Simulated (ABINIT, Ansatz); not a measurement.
An input for ABINIT 10.8.3 (LiBr (Fm-3m)):

```
acell 3*1.0 Angstrom
rprim 
  0.000000000000 2.750650000000 2.750650000000
  2.750650000000 0.000000000000 2.750650000000
  2.750650000000 2.750650000000 0.000000000000
ntypat 2
znucl 3 35
natom 2
typat 1 2
xred 
  0.000000000000 0.000000000000 0.000000000000
  0.500000000000 0.500000000000 0.500000000000
pp_dirpath "pseudos"
pseudos "Li.upf, Br.upf"
ecut 33
ngkpt 6 6 6
nshiftk 1
shiftk 0 0 0
kptopt 1
chksymbreak 0
istwfk *1
occopt 1
irdwfk 1
optdriver 3
nband 168
ecuteps 7.7
inclvkb 2
awtr 1
symchi 1
indata_prefix "in"
outdata_prefix "out"
tmpdata_prefix "tmp"
```

```sh
OMP_NUM_THREADS=1 mpirun -n 8 abinit run.abi > log
```

Q: Estimate wall time and host memory on 8 MPI ranks of AMD EPYC 7R43, shared host.

It took 54 s; on shared hardware allow 27 s to 1.8 min. Peak host memory was 2.1 GiB.

[Paths, hosts, dates, memory and timing lines, banners, echoed tables and standing remarks are left out of the program output.]

[Logs are printed without paths, hosts, clocks, repeated set-up lines and the standing remarks that a program may print on its own settings, such as how far it seeks lower states.]

[Runs of the session that timed out or met a known fault of the program may be left out.]

[Hosts, paths, dates, database ids (printed as entryN), source tags and the programs' standing remarks are cut or masked in the printed files.]

[G0W0 gaps are taken among the corrected bands and points alone; a level outside them can change the order at an edge.]

[Where Ansatz stands beside ABINIT at settings called matched, ABINIT's density can come from a denser mesh and the files from another edition; pairs whose starting gaps differed by over 0.03 eV were left out, so agreement reads better than it is.]
